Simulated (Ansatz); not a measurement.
## InP under changes of volume

One of the cells (25.167 Å³/atom); the others are scaled copies at fixed shape and fractional positions:

```xyz
2
Lattice="0.0000 2.9305 2.9305 2.9305 0.0000 2.9305 2.9305 2.9305 0.0000" Properties=species:S:1:pos:R:3 pbc="T T T"
In    0.0000    0.0000    0.0000
P     4.3957    4.3957    4.3957
```

- Program: Ansatz 0.2.0
- Functional: PBEsol
- Potentials or basis: all-electron LAPW, scalar-relativistic
- Cutoff: 266 eV (chosen from the basis error)
- Basis error allowed: 0.0005 eV/atom
- k mesh: 8 × 8 × 8
- Occupations: fermi-dirac, width 0.05 eV
- Spin: no spin polarisation

```tsv
volume (Å³/atom)	energy over the lowest point (meV/atom)	pressure (GPa)	gap on the mesh (eV)
23.657	27.66	5.6	0.94
24.160	13.16	3.7	0.83
24.663	4.14	2.1	0.72
25.167	0.00	0.6	0.61
25.670	0.24	-0.7	0.51
26.173	4.39	-1.9	0.40
26.677	?	?	?
```

Question: What does the run at 26.677 Å³/atom give?

Answer: Energy over the lowest point 12.05 meV/atom; pressure -2.9 GPa; gap on the mesh 0.30 eV.

Worked out: A Birch-Murnaghan fit of order 3 (a polynomial in V^(-2/3)) to the other rows has its minimum at 25.39 Å³/atom with B0 = V·E''(V) = 67 GPa and B' = 4.7. It gives 12.05 meV/atom at 26.677 Å³/atom, against the run's 12.05, and -dE/dV = -3.0 GPa, against -2.9. A straight line through the other rows of the gap, of slope -5.33 eV per unit of ln V (its deformation potential), extrapolates to 0.30 eV, against the run's 0.30.

Energies are extrapolated to zero smearing.

Caveats: spin-orbit coupling is left out, which moves the levels of the heavy elements.
